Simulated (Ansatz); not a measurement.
Cell and atoms are relaxed with the symmetry kept. Start:

```cif
data_structure
_symmetry_space_group_name_H-M 'P 1'
_symmetry_Int_Tables_number 1
_cell_length_a 4.5782
_cell_length_b 2.8394
_cell_length_c 4.5881
_cell_angle_alpha 90.000
_cell_angle_beta 90.030
_cell_angle_gamma 90.000
_cell_volume 59.64
loop_
_atom_site_label
_atom_site_type_symbol
_atom_site_fract_x
_atom_site_fract_y
_atom_site_fract_z
_atom_site_occupancy
V1 V 0.00000 0.00000 0.00000 1
V2 V 0.50000 0.50000 0.50000 1
O1 O 0.79851 0.50000 0.19902 1
O2 O 0.20149 0.50000 0.80098 1
O3 O 0.70148 0.00000 0.69898 1
O4 O 0.29852 0.00000 0.30102 1
```

All numbers below come from DFT PBE, scalar-relativistic, plane waves, PAW (Ansatz 0.2.0).

Cutoff 420 eV; k points 8×12×8 on the computed 6-atom cell (Γ-centred); Gaussian smearing, width 0.10 eV; collinear spin from starting moments 0.92 0.92 0 0 0 0 μB.

**Question.** What does it relax to?

**Answer.** The volume stays the same within 0.01 Å³/atom to 9.94 Å³/atom, and the energy changes by under 0.1 meV/atom. The cell ends with a moment of 2.00 μB (only this magnetic start was tried). Final structure:
```xyz
6
Lattice="4.5818 0.0000 0.0726 0.0000 2.8383 0.0000 -0.0722 0.0000 4.5843" Properties=species:S:1:pos:R:3 pbc="T T T"
V     0.0000    0.0000    0.0000
V     2.2548    1.4192    2.3285
O     3.6502    1.4192    0.9741
O     0.8594    1.4192    3.6828
O     3.1576    0.0000    3.2590
O     1.3520    0.0000    1.3979
```

Moments started parallel, and an antiferromagnetic order may lie lower.